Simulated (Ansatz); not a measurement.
**Cs: pressure up to the limit of the methods**

Aim: compress Cs (diamond type) step by step, far beyond the usual range, and follow pressure and electronic structure. Methods of the runs shown: PAW. Its runs: cell relaxed at zero pressure (PAW); volume scaled by 1 (PAW and PAW (core large)); volume scaled by 0.9 (PAW and PAW (partial_waves polarizable)); volume scaled by 0.8 (PAW); volume scaled by 0.7 (PAW); volume scaled by 0.6 (PAW); volume scaled by 0.5 (PAW); volume scaled by 0.4 (PAW and PAW (cutoff 250 eV)).

Method: DFT PBE, with the methods named in each step, in Ansatz 0.2.0.

1 further run of the same task is left out (it didn't finish).

**1. The starting structure**

The structure is cubic, space group Fd-3m (No. 227). The conventional cell has a = 10.524 Å, b = 10.524 Å, c = 10.524 Å, α = 90.00°, β = 90.00°, γ = 90.00°.

Coordinates:

```
CELL_PARAMETERS angstrom
0.00000 5.26186 5.26186
5.26186 0.00000 5.26186
5.26186 5.26186 0.00000
ATOMIC_POSITIONS crystal
Cs 0.87500 0.87500 0.87500
Cs 0.12500 0.12500 0.12500
```

Whether this phase is the stable one at these pressures isn't tested.

Atoms are numbered in the order of the input: Cs1, Cs2.

**2. Cell relaxed at zero pressure, PAW**

Input file input.yaml:

```yaml
crystal:
  lattice:
    - [0.0, 5.2618628195, 5.2618628195]
    - [5.2618628195, 0.0, 5.2618628195]
    - [5.2618628195, 5.2618628195, 0.0]
  atoms:
    - { symbol: Cs, position: [-0.125, -0.125, -0.125] }
    - { symbol: Cs, position: [0.125, 0.125, 0.125] }
kpoints:
  mp_grid: { grid: [6, 6, 6] }
scf:
  occupations: { method: fermi_dirac, width: 0.08 }
hamiltonian:
  xc: pbe
  pseudopotentials: { kind: paw }
output:
  forces: true
  stress: true
relax:
  f_tol: 0.005
  max_steps: 40
  cell: {}
```

Command:

```sh
ansatz run input.yaml --threads 1 --pin off --max-ram 2048MiB --backend cpu --events-out ev --progress --plain --runs-dir out
```

The runs that follow: Volume scaled by 1, PAW; Volume scaled by 1, PAW (core large); Volume scaled by 0.9, PAW; Volume scaled by 0.9, PAW (partial_waves polarizable); Volume scaled by 0.8, PAW; Volume scaled by 0.7, PAW; Volume scaled by 0.6, PAW; Volume scaled by 0.5, PAW; Volume scaled by 0.4, PAW; Volume scaled by 0.4, PAW (cutoff 250 eV).

**Question.** What will these runs give? Wanted: PAW pressure at 0.4 of the volume; fitted bulk modulus at zero pressure.

The runs gave:

| quantity | value |
| --- | --- |
| PAW pressure at 0.4 of the volume | 1.9 GPa |
| PAW (cutoff 250 eV) pressure at 0.4 of the volume | 1.9 GPa |
| fitted bulk modulus at zero pressure (PAW) | 0.3 GPa |
| its pressure derivative | 3.65 |

By PAW the pressure climbs to 1.9 GPa at 0.4 of the first volume. A third-order Birch-Murnaghan curve fits the range only roughly (B₀ = 0.3 GPa, B′ = 3.65, misfit at most 0.06 GPa). A fit over so wide a range leans to the high pressures, so B₀ can be off by several per cent. No all-electron run checks these rows here, and frozen cores can fail under such compression. The ions are at rest, and the electrons smeared by 0.08 eV. Spin-orbit coupling is left out, though the cell holds Cs; in elements this heavy it can shift bands and gaps by tenths of an eV.
